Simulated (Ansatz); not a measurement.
Be2C under changes of volume

One of the cells (6.765 Å³/atom); the others are scaled copies at fixed shape and fractional positions:

```
CELL_PARAMETERS angstrom
0.00000 2.16500 2.16500
2.16500 0.00000 2.16500
2.16500 2.16500 0.00000
ATOMIC_POSITIONS crystal
C 0.00000 0.00000 0.00000
Be 0.75000 0.75000 0.75000
Be 0.25000 0.25000 0.25000
```

- Program: Ansatz 0.2.0
- Functional: PBE
- Potentials or basis: all-electron LAPW, scalar-relativistic
- Cutoff: 287 eV (chosen from the basis error)
- Basis error allowed: 0.001 eV/atom
- k mesh: 11 × 11 × 11
- Occupations: fermi-dirac, width 0.05 eV
- Spin: no spin polarisation

| volume (Å³/atom) | energy over the lowest point (meV/atom) | pressure (GPa) | gap on the mesh (eV) |
| --- | --- | --- | --- |
| 6.359 | ? | ? | ? |
| 6.495 | 6.66 | 8.5 | 1.28 |
| 6.630 | 1.47 | 3.9 | 1.27 |
| 6.765 | 0.00 | -0.3 | 1.26 |
| 6.901 | 1.92 | -4.2 | 1.25 |
| 7.036 | 6.94 | -7.7 | 1.24 |
| 7.171 | 14.79 | -10.9 | 1.23 |

**Question.** What does the run at 6.359 Å³/atom give?

**Answer.** Energy over the lowest point 15.90 meV/atom; pressure 13.5 GPa; gap on the mesh 1.29 eV.

Worked out: A Birch-Murnaghan fit of order 3 (a polynomial in V^(-2/3)) to the other rows has its minimum at 6.75 Å³/atom with B0 = V·E''(V) = 202 GPa and B' = 3.5. It gives 15.98 meV/atom at 6.359 Å³/atom, against the run's 15.90, and -dE/dV = 13.6 GPa, against 13.5. A straight line through the other rows of the gap, of slope -0.505 eV per unit of ln V, extrapolates to 1.29 eV, against the run's 1.29.

Energies are extrapolated to zero smearing.

Caveats: an odd mesh through Γ misses points on the zone boundary, where band edges often lie.
